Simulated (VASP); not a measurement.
**GaP (F-43m): a series in a change of volume**

Wanted: the response of GaP to a change of volume, as a table, with a fit that predicts a row left out.

Calculated with VASP 6.6.1; LDA; plane waves and PAW (Ga_d, P), in the first sound run; inputs show where later runs differ.

**1. Set-up**

The structure is cubic, space group F-43m (No. 216). The conventional cell has a = 5.451 Å, b = 5.451 Å, c = 5.451 Å, α = 90.00°, β = 90.00°, γ = 90.00°. Ga has 4 P at 2.36 Å nearest. P has 4 Ga at 2.36 Å nearest. Farther neighbours are not listed.

Structure file:

```cif
data_structure
_symmetry_space_group_name_H-M 'P 1'
_symmetry_Int_Tables_number 1
_cell_length_a 3.8544
_cell_length_b 3.8544
_cell_length_c 3.8544
_cell_angle_alpha 60.000
_cell_angle_beta 60.000
_cell_angle_gamma 60.000
_cell_volume 40.49
loop_
_atom_site_label
_atom_site_type_symbol
_atom_site_fract_x
_atom_site_fract_y
_atom_site_fract_z
_atom_site_occupancy
Ga1 Ga 0.00000 0.00000 0.00000 1
P2 P 0.25000 0.25000 0.25000 1
```

**2. Relax the crystal, LDA**

The series starts from the cell that this level prefers, so that zero strain is near zero stress.

This step took 2 runs in a row; the last is shown.

Level: LDA; plane waves and PAW (Ga_d, P).

Contents of INCAR:

```
SYSTEM = GaP
PREC = Accurate
ENCUT = 450
EDIFF = 1E-07
NELM = 120
ISMEAR = 0
SIGMA = 0.02
LREAL = .FALSE.
ALGO = Normal
GGA = CA
NBANDS = 15
LASPH = .TRUE.
LORBIT = 11
LWAVE = .FALSE.
LCHARG = .FALSE.
KPAR = 16
IBRION = 2
NSW = 40
ISIF = 3
EDIFFG = -0.005
POTIM = 0.4
```

Contents of POSCAR:

```
GaP
1.0
    0.0000000000      2.6961434033      2.6961434033
    2.6961434033      0.0000000000      2.6961434033
    2.6961434033      2.6961434033      0.0000000000
Ga P
1 1
Direct
    0.0000000000      0.0000000000      0.0000000000
    0.2500000000      0.2500000000      0.2500000000
```

Contents of KPOINTS:

```
Automatic mesh
0
Gamma
10 10 10
0 0 0
```

The projector-augmented-wave data sets are Ga_d and P (LDA family, release 64).

Started as:

```
mpirun -np 16 vasp_std
```

The program printed:

```text
[banner, memory and clock lines left out]
running   16 mpi-ranks, on    1 nodes
[...]
|                                                                             |
|           W    W    AA    RRRRR   N    N  II  N    N   GGGG   !!!           |
|           W    W   A  A   R    R  NN   N  II  NN   N  G    G  !!!           |
|           W    W  A    A  R    R  N N  N  II  N N  N  G       !!!           |
|           W WW W  AAAAAA  RRRRR   N  N N  II  N  N N  G  GGG   !            |
|           WW  WW  A    A  R   R   N   NN  II  N   NN  G    G                |
|           W    W  A    A  R    R  N    N  II  N    N   GGGG   !!!           |
|                                                                             |
|     For optimal performance we recommend to set                             |
|       NCORE = 2 up to number-of-cores-per-socket                            |
|     NCORE specifies how many cores store one orbital (NPAR=cpu/NCORE).      |
|     This setting can greatly improve the performance of VASP for DFT.       |
[...]
|     Unfortunately you need to use the default for GW and RPA                |
|     calculations (for HF NCORE is supported but not extensively tested      |
|     yet).                                                                   |
|                                                                             |

 LDA part: xc-table for (Slater(with rela. corr.)+CA(PZ))
 , standard interpolation
 POSCAR, INCAR and KPOINTS ok, starting setup
[...]
entering main loop
       N       E                     dE             d eps       ncg     rms          rms(c)
DAV:   1     0.786215806553E+02    0.78622E+02   -0.84974E+03  1418   0.160E+03
DAV:   2    -0.460074842213E+01   -0.83222E+02   -0.79840E+02  1592   0.311E+02
DAV:   3    -0.106835581127E+02   -0.60828E+01   -0.60583E+01  1809   0.682E+01
DAV:   4    -0.107835864635E+02   -0.10003E+00   -0.10000E+00  1678   0.948E+00
[...]
DAV:  11    -0.104526466005E+02   -0.60948E-05   -0.89448E-06  1772   0.444E-02    0.752E-03
DAV:  12    -0.104526463943E+02    0.20620E-06   -0.51934E-07  1747   0.794E-03    0.506E-03
DAV:  13    -0.104526463696E+02    0.24727E-07   -0.21151E-07  1633   0.470E-03
   1 F= -.10452646E+02 E0= -.10452646E+02  d E =-.104526E+02
[...]
reached required accuracy - stopping structural energy minimisation
```

It took 3.6 s on 16 MPI ranks of Intel Xeon 6975P-C (Granite Rapids), shared host; peak memory 2.4 GiB; 32 s of CPU time.

The logs omit lines about the potential files and the build; timing stands in the text.

From OUTCAR (step 2):

```text
  Total       -0.0013630     -0.0013630     -0.0013630     -0.0000000     -0.0000000     -0.0000000
  in kB       -0.0557102     -0.0557102     -0.0557102     -0.0000000     -0.0000000     -0.0000000
  external PRESSURE =      -0.0557102 kB  Pullay stress =       0.0000000 kB

 POSITION                                       TOTAL-FORCE (eV/Angst)
 -----------------------------------------------------------------------------------
      0.00000      0.00000      0.00000        -0.000000      0.000000      0.000000
      1.34807      1.34807      1.34807         0.000000     -0.000000     -0.000000
 -----------------------------------------------------------------------------------
    total drift:                                0.000000      0.000000      0.000000

  FREE ENERGIE OF THE ION-ELECTRON SYSTEM (eV)
  ---------------------------------------------------
  free  energy   TOTEN  =       -10.4526463696 eV

  energy  without entropy=      -10.4526463696  energy(sigma->0) =      -10.45264637

 reached required accuracy - stopping structural energy minimisation

[... 3 further parts left out ...]
[key lines of the parts left out:]
E-fermi :   4.9467
```

Numbers from this step:

| Quantity | Value |
| --- | --- |
| energy(sigma→0) of the program | -10.4526 eV |
| stress, compression positive | xx, yy, zz -0.01, -0.01, -0.01 GPa |
| volume | 39.198 Å³ |
| ionic steps | 1 |

**3. Relax at fixed volume, LDA**

One member in full: the volume is scaled by 1.03, and the cell is held.

Level: LDA; plane waves and PAW (Ga_d, P).

Changes to INCAR since step 2:

```diff
@@ -15,7 +15,8 @@
 LCHARG = .FALSE.
-KPAR = 16
+KPAR = 4
 IBRION = 2
 NSW = 40
-ISIF = 3
-EDIFFG = -0.005
+ISIF = 2
+EDIFFG = -0.004
 POTIM = 0.4
+MAXMIX = 40
```

Contents of POSCAR:

```
GaP
1.0
    0.0000000000      2.7228396286      2.7228396286
    2.7228396286      0.0000000000      2.7228396286
    2.7228396286      2.7228396286      0.0000000000
Ga P
1 1
Direct
    0.0000000000      0.0000000000      0.0000000000
    0.2500000000      0.2500000000      0.2500000000
```

KPOINTS is that of step 2.

Started as:

```
mpirun -np 4 vasp_std
```

The program printed:

```text
[banner, memory and clock lines left out]
running    4 mpi-ranks, on    1 nodes
[...]
LDA part: xc-table for (Slater(with rela. corr.)+CA(PZ))
 , standard interpolation
 POSCAR, INCAR and KPOINTS ok, starting setup
[...]
entering main loop
       N       E                     dE             d eps       ncg     rms          rms(c)
DAV:   1     0.748518703377E+02    0.74852E+02   -0.84770E+03  1474   0.160E+03
DAV:   2    -0.481063855184E+01   -0.79663E+02   -0.76330E+02  1578   0.299E+02
DAV:   3    -0.106608522517E+02   -0.58502E+01   -0.58276E+01  1725   0.662E+01
DAV:   4    -0.107615129929E+02   -0.10066E+00   -0.10063E+00  1789   0.939E+00
[...]
DAV:  11    -0.104438442351E+02   -0.62734E-05   -0.82903E-06  1779   0.435E-02    0.682E-03
DAV:  12    -0.104438440523E+02    0.18283E-06   -0.48784E-07  1761   0.727E-03    0.469E-03
DAV:  13    -0.104438440296E+02    0.22709E-07   -0.19426E-07  1525   0.434E-03
   1 F= -.10443844E+02 E0= -.10443844E+02  d E =-.104438E+02
[...]
reached required accuracy - stopping structural energy minimisation
```

Elapsed: 4.4 s, on 4 MPI ranks; peak memory 0.55 GiB; 16 s of CPU time.

Parts of OUTCAR (step 3):

```text
  Total       -0.6309134     -0.6309134     -0.6309134     -0.0000000      0.0000000     -0.0000000
  in kB      -25.0371086    -25.0371086    -25.0371086     -0.0000000      0.0000000     -0.0000000
  external PRESSURE =     -25.0371086 kB  Pullay stress =       0.0000000 kB

 POSITION                                       TOTAL-FORCE (eV/Angst)
 -----------------------------------------------------------------------------------
      0.00000      0.00000      0.00000        -0.000000     -0.000000     -0.000000
      1.36142      1.36142      1.36142         0.000000      0.000000      0.000000
 -----------------------------------------------------------------------------------
    total drift:                                0.000001      0.000001      0.000000

  FREE ENERGIE OF THE ION-ELECTRON SYSTEM (eV)
  ---------------------------------------------------
  free  energy   TOTEN  =       -10.4438440296 eV

  energy  without entropy=      -10.4438440296  energy(sigma->0) =      -10.44384403

[... 2 parts as in an earlier step ...]

[... 2 further parts left out ...]
[key lines of the parts left out:]
E-fermi :   4.6647
```

Read from the output:

```
energy(sigma→0) of the program : -10.4438 eV
stress, compression positive   : xx, yy, zz -2.50, -2.50, -2.50 GPa
ionic steps                    : 1
```

**4. Dielectric response, LDA**

Linear response gives the dielectric tensors, Born charges and zone-centre modes.

Level: LDA; plane waves and PAW (Ga_d, P).

Contents of INCAR:

```
SYSTEM = GaP
PREC = Accurate
ENCUT = 450
EDIFF = 1E-08
NELM = 120
ISMEAR = 0
SIGMA = 0.02
LREAL = .FALSE.
ALGO = Normal
GGA = CA
NBANDS = 15
LASPH = .TRUE.
LWAVE = .FALSE.
LCHARG = .FALSE.
KPAR = 4
LEPSILON = .TRUE.
IBRION = 8
NSW = 1
```

POSCAR is that of step 3.

KPOINTS is that of step 3.

Started as:

```
mpirun -np 4 vasp_std
```

The program printed:

```text
[... set-up lines as in an earlier step ...]
 entering main loop
       N       E                     dE             d eps       ncg     rms          rms(c)
[... 11 cycles as in an earlier step ...]
DAV:  12    -0.104438440524E+02    0.18271E-06   -0.48912E-07  1809   0.727E-03    0.469E-03
DAV:  13    -0.104438440299E+02    0.22557E-07   -0.19445E-07  1802   0.433E-03    0.860E-04
DAV:  14    -0.104438440293E+02    0.59754E-09   -0.81804E-09  1226   0.113E-03
   1 F= -.10443844E+02 E0= -.10443844E+02  d E =-.151030E-23
 Linear response reoptimize wavefunctions to high precision
DAV:   1    -0.104438440293E+02   -0.59572E-10   -0.16474E-09  1493   0.382E-04
DAV:   2    -0.104438440293E+02   -0.81855E-11   -0.24340E-10   943   0.151E-04
 Linear response G [H, r] |phi>, progress :
  Direction:   1
       N       E                     dE             d eps       ncg     rms
RMM:   1    -0.404872929285E+02   -0.40487E+02    0.16835E+02  1642   0.235E+02
RMM:   2    -0.460557819459E+02   -0.55685E+01    0.15854E+01  2949   0.344E+01
RMM:   3    -0.517618919711E+02   -0.57061E+01   -0.13020E+01  2912   0.843E+00
RMM:   4    -0.504736998328E+02    0.12882E+01    0.19986E+00  3048   0.232E+00
[...]
RMM:  15    -0.506893940033E+02    0.20983E-06   -0.11131E-05  1606   0.210E-03
RMM:  16    -0.506893933783E+02    0.62504E-06   -0.51018E-06  1565   0.197E-03
RMM:  17    -0.506893934219E+02   -0.43639E-07   -0.47771E-06  1529   0.199E-03
 Linear response G [H, r] |phi>, progress :
  Direction:   2
       N       E                     dE             d eps       ncg     rms
RMM:   1    -0.397236418889E+02   -0.39724E+02    0.14108E+02  1659   0.235E+02
RMM:   2    -0.473696000808E+02   -0.76460E+01    0.21093E+01  2931   0.337E+01
RMM:   3    -0.535937474936E+02   -0.62241E+01   -0.13094E+01  2882   0.835E+00
RMM:   4    -0.523092728124E+02    0.12845E+01    0.20064E+00  3018   0.235E+00
[...]
RMM:  16    -0.525258335306E+02    0.15920E-07   -0.69066E-06  1530   0.152E-03
RMM:  17    -0.525258334293E+02    0.10123E-06   -0.59063E-06  1519   0.144E-03
RMM:  18    -0.525258333999E+02    0.29425E-07   -0.56497E-06  1464   0.147E-03
 Linear response G [H, r] |phi>, progress :
  Direction:   3
       N       E                     dE             d eps       ncg     rms
RMM:   1    -0.351371951478E+02   -0.35137E+02    0.21112E+02  1627   0.227E+02
RMM:   2    -0.357730913419E+02   -0.63590E+00   -0.23444E+01  2846   0.319E+01
RMM:   3    -0.359722785243E+02   -0.19919E+00   -0.16771E+00  2945   0.781E+00
RMM:   4    -0.359961188946E+02   -0.23840E-01   -0.12339E-01  3057   0.210E+00
[...]
RMM:  12    -0.359970708942E+02   -0.40785E-07    0.10158E-06  2351   0.162E-03
RMM:  13    -0.359970708859E+02    0.83051E-08    0.60873E-07  1985   0.848E-04
RMM:  14    -0.359970708922E+02   -0.63959E-08    0.32004E-08  1686   0.492E-04
[...]
RMM:  11    -0.120064966566E+01    0.35918E-05    0.14600E-07 10649   0.678E-04    0.811E-05
RMM:  12    -0.120064850593E+01    0.11597E-05    0.14877E-07  8055   0.255E-04    0.313E-05
RMM:  13    -0.120064803302E+01    0.47291E-06    0.35647E-08  4821   0.118E-04    0.486E-06
 change of polarisation eV/A/(eV/A) component  2 :     0.660     2.274     0.365
 dielectric tensor                  component  2 :     2.959    11.194     1.634
 Linear response to external field, progress :
  Direction:   3
       N       E                     dE             d eps       ncg     rms          rms(c)
RMM:   1    -0.141973037674E+00   -0.14197E+00    0.51276E+00  5611   0.826E+00
RMM:   2    -0.121393033582E+01   -0.10720E+01   -0.67518E-02 10206   0.176E+00    0.150E+00
RMM:   3    -0.116774417269E+01    0.46186E-01   -0.31285E-02 10299   0.102E+00    0.865E-01
RMM:   4    -0.119005891578E+01   -0.22315E-01   -0.26948E-02 10405   0.951E-01    0.157E-01
[...]
RMM:  11    -0.120064970191E+01    0.36551E-05    0.20514E-07 10652   0.678E-04    0.802E-05
RMM:  12    -0.120064854597E+01    0.11559E-05    0.15531E-07  8055   0.256E-04    0.300E-05
RMM:  13    -0.120064811160E+01    0.43437E-06    0.31268E-08  4811   0.117E-04    0.534E-06
 change of polarisation eV/A/(eV/A) component  3 :     0.543     0.546     2.274
 dielectric tensor                  component  3 :     2.432     2.448    11.194
 Linear response DOF=           2
 Linear response progress:
  Degree of freedom:   1/  2
       N       E                     dE             d eps       ncg     rms          rms(c)
RMM:   1    -0.167064161462E+00   -0.16706E+00    0.10698E-01  6440   0.854E+00
RMM:   2    -0.165167320237E+00    0.18968E-02   -0.26654E-02  9849   0.140E+00    0.543E-02
RMM:   3    -0.165437503146E+00   -0.27018E-03   -0.35397E-03 10300   0.400E-01    0.405E-02
RMM:   4    -0.165277539555E+00    0.15996E-03   -0.11924E-03 10824   0.154E-01    0.130E-02
[...]
RMM:  14    -0.165256045111E+00   -0.22968E-07    0.17121E-07  9926   0.248E-05    0.102E-07
RMM:  15    -0.165256051408E+00   -0.62966E-08    0.11410E-07  7528   0.147E-05    0.183E-07
RMM:  16    -0.165256053216E+00   -0.18084E-08    0.70317E-08  7394   0.996E-06    0.559E-08
 first order change of Fermi-energy   0.56731E-04
 force on displaced ion       1 direction 1 :  -9.801  -0.000  -0.000
 Born effective charge ion    1 direction 1 :   2.108   0.000   0.000
 Linear response progress:
  Degree of freedom:   2/  2
       N       E                     dE             d eps       ncg     rms          rms(c)
RMM:   1    -0.508368357145E-01   -0.50837E-01    0.47920E-03 11702   0.177E+00
RMM:   2    -0.472863052598E-01    0.35505E-02   -0.54648E-03  9313   0.508E-01    0.119E-01
RMM:   3    -0.473211988420E-01   -0.34894E-04   -0.40949E-04 10348   0.165E-01    0.580E-02
RMM:   4    -0.475678626192E-01   -0.24666E-03   -0.86387E-06 10055   0.623E-02    0.110E-02
[...]
RMM:   9    -0.475698904489E-01    0.34290E-06   -0.43000E-08 10688   0.289E-04    0.183E-05
RMM:  10    -0.475699432771E-01   -0.52828E-07   -0.86784E-09 10298   0.101E-04    0.439E-06
RMM:  11    -0.475699418536E-01    0.14235E-08   -0.90568E-09 10731   0.405E-05    0.692E-06
 first order change of Fermi-energy   0.62922E-04
 force on displaced ion       2 direction 1 :  -9.757  -0.000  -0.000
 Born effective charge ion    2 direction 1 :  -2.152   0.000   0.000
 Born effective charges drift removed
 Linear response finished
```

It took 1.8 min on 4 MPI ranks; peak memory 1.3 GiB; 7.1 min of CPU time.

Parts of OUTCAR (step 4):

```text
  LATTYP: Found a face centered cubic cell.
 ALAT       =     5.4456792572

 Subroutine GETGRP returns: Found 24 space group operations
 (whereof 24 operations were pure point group operations)

The static configuration has the point symmetry T_d .

 Found     47 irreducible k-points:

   dimension x,y,z NGX =    28 NGY =   28 NGZ =   28
   dimension x,y,z NGXF=    56 NGYF=   56 NGZF=   56

   ENCUT  =  450.0 eV  33.07 Ry    5.75 a.u.   6.66  6.66  6.66*2*pi/ulx,y,z

   NELECT =      18.0000    total number of electrons

  Total       -0.6328584     -0.6328584     -0.6328584      0.0000000      0.0000000     -0.0000000
  in kB      -25.1142913    -25.1142913    -25.1142913      0.0000000      0.0000000     -0.0000000
  external PRESSURE =     -25.1142913 kB  Pullay stress =       0.0000000 kB

 MACROSCOPIC STATIC DIELECTRIC TENSOR (including local field effects in DFT)
 ------------------------------------------------------
          11.194093    -0.000000    -0.000000
           0.000000    11.194093    -0.000000
           0.000000     0.000000    11.194093
 ------------------------------------------------------

 PIEZOELECTRIC TENSOR (including local field effects)  for field in x, y, z        (C/m^2)
          XX          YY          ZZ          XY          YZ          ZX
  --------------------------------------------------------------------------------
  x     0.00000    -0.00000    -0.00000     0.00000    -0.78800     0.00000
  y     0.00000     0.00000     0.00000     0.00000     0.00000    -0.78800
  z     0.00000     0.00000     0.00000    -0.78800     0.00000     0.00000

 BORN EFFECTIVE CHARGES (including local field effects) (in |e|, cummulative output)
 ---------------------------------------------------------------------------------
 ion    1
    1     2.12763     0.00000    -0.00000
    2     0.00000     2.12763     0.00000
    3     0.00000     0.00000     2.12763
 ion    2
    1    -2.12763    -0.00000     0.00000
    2     0.00000    -2.12763    -0.00000
    3     0.00000    -0.00000    -2.12763

 Eigenvectors and eigenvalues of the dynamical matrix
 ----------------------------------------------------

   1 f  =   10.552063 THz    66.300569 2PiTHz  351.978943 cm-1    43.639807 meV
             X         Y         Z           dx          dy          dz
      0.000000  0.000000  0.000000     0.000000    0.000000   -0.555479
      1.361420  1.361420  1.361420     0.000000    0.000000    0.831530

   2 f  =   10.552063 THz    66.300569 2PiTHz  351.978943 cm-1    43.639807 meV
             X         Y         Z           dx          dy          dz
      0.000000  0.000000  0.000000     0.555479   -0.000000   -0.000000
      1.361420  1.361420  1.361420    -0.831530   -0.000000   -0.000000

   3 f  =   10.552063 THz    66.300569 2PiTHz  351.978943 cm-1    43.639807 meV
             X         Y         Z           dx          dy          dz
      0.000000  0.000000  0.000000     0.000000    0.555479   -0.000000
      1.361420  1.361420  1.361420     0.000000   -0.831530    0.000000

   4 f/i=    0.010984 THz     0.069013 2PiTHz    0.366381 cm-1     0.045425 meV
             X         Y         Z           dx          dy          dz
      0.000000  0.000000  0.000000     0.548638   -0.619798   -0.079311
      1.361420  1.361420  1.361420     0.366501   -0.414037   -0.052981

   5 f/i=    0.010984 THz     0.069013 2PiTHz    0.366381 cm-1     0.045425 meV
             X         Y         Z           dx          dy          dz
      0.000000  0.000000  0.000000     0.292358    0.347902   -0.696372
      1.361420  1.361420  1.361420     0.195301    0.232406   -0.465191

   6 f/i=    0.010984 THz     0.069013 2PiTHz    0.366381 cm-1     0.045425 meV
             X         Y         Z           dx          dy          dz
      0.000000  0.000000  0.000000     0.552237    0.431576    0.447458
      1.361420  1.361420  1.361420     0.368906    0.288302    0.298911

 MACROSCOPIC STATIC DIELECTRIC TENSOR IONIC CONTRIBUTION
 ------------------------------------------------------
           2.074699     0.000000    -0.000000
           0.000000     2.074699     0.000000
          -0.000000     0.000000     2.074699
 ------------------------------------------------------

 ELASTIC MODULI CONTR FROM IONIC RELAXATION (kBar)
 Direction    XX          YY          ZZ          XY          YZ          ZX
 --------------------------------------------------------------------------------
 XX          -0.0000      0.0000      0.0000     -0.0000      0.0000      0.0000
 YY           0.0000     -0.0000     -0.0000     -0.0000     -0.0000      0.0000
 ZZ           0.0000     -0.0000     -0.0000      0.0000     -0.0000      0.0000
 XY          -0.0000     -0.0000      0.0000   -173.6660      0.0000      0.0000
 YZ           0.0000     -0.0000     -0.0000      0.0000   -173.6660      0.0000
 ZX           0.0000      0.0000      0.0000      0.0000      0.0000   -173.6660
 --------------------------------------------------------------------------------

 PIEZOELECTRIC TENSOR IONIC CONTR  for field in x, y, z        (C/m^2)
          XX          YY          ZZ          XY          YZ          ZX
  --------------------------------------------------------------------------------
  x    -0.00000     0.00000     0.00000    -0.00000     0.56482     0.00000
  y    -0.00000    -0.00000    -0.00000     0.00000     0.00000     0.56482
  z     0.00000     0.00000    -0.00000     0.56482     0.00000     0.00000

[... 3 parts as in an earlier step ...]

[... 3 further parts left out ...]
```

This run gave:

```
ε∞, diagonal : 11.19, 11.19, 11.19
```

(Part 1 of 2 ends here.)

[Lines on the potential files, build, host, timing and source positions are cut from VASP's logs without a mark.]

[Logs are printed without paths, hosts, clocks, repeated set-up lines and the standing remarks that a program may print on its own settings, such as how far it seeks lower states.]

[Hosts, paths, dates, database ids (printed as entryN), source tags and the programs' standing remarks are cut or masked in the printed files.]

[In band tables of VASP the shares of atoms and orbitals are scaled to a sum of 1 inside the atoms' spheres.]
